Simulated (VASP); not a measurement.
PbS:

```
Pb S
1.0
     0.00000    2.98809    2.98809
     2.98809    0.00000    2.98809
     2.98809    2.98809    0.00000
Pb S
1 1
Direct
  0.50000 0.50000 0.50000
  0.00000 0.00000 0.00000
```

The cell is a database's computed one.

| Quantity | Value |
| --- | --- |
| Program | VASP 6.6.1 |
| Task | relaxation of cell and atoms |
| Functional | PBEsol |
| Potentials or basis | VASP PAW PBE potentials, release 64 (Pb, S) |
| Cutoff | 580 eV |
| k mesh | 10 × 10 × 10 |
| Occupations | gaussian, width 0.02 eV |
| Spin | no spin polarisation |

At the start: pressure -2.3 GPa; volume 26.68 Å³/atom.

**Question.** How do energy, volume and symmetry change on relaxing?

**Answer.** Over 3 steps the energy falls by 7.9 meV/atom and the volume is 25.62 Å³/atom (-4.0 %); space group Fm-3m (No. 225, to 0.05 Å).

Step by step:
```tsv
step	energy change (eV)	largest force (eV/Å)	pressure (GPa)	volume (Å³)
1	0.0000	0.0000	-2.32	53.36
2	-0.0133	0.0000	1.03	50.44
3	-0.0159	0.0000	0.00	51.24
```

Final structure:
```
CELL_PARAMETERS angstrom
0.00000 2.94802 2.94802
2.94802 0.00000 2.94802
2.94802 2.94802 0.00000
ATOMIC_POSITIONS crystal
Pb 0.50000 0.50000 0.50000
S 0.00000 0.00000 0.00000
```

Caveat: the PAW data sets were made with another functional, which shifts forces and pressure a little.
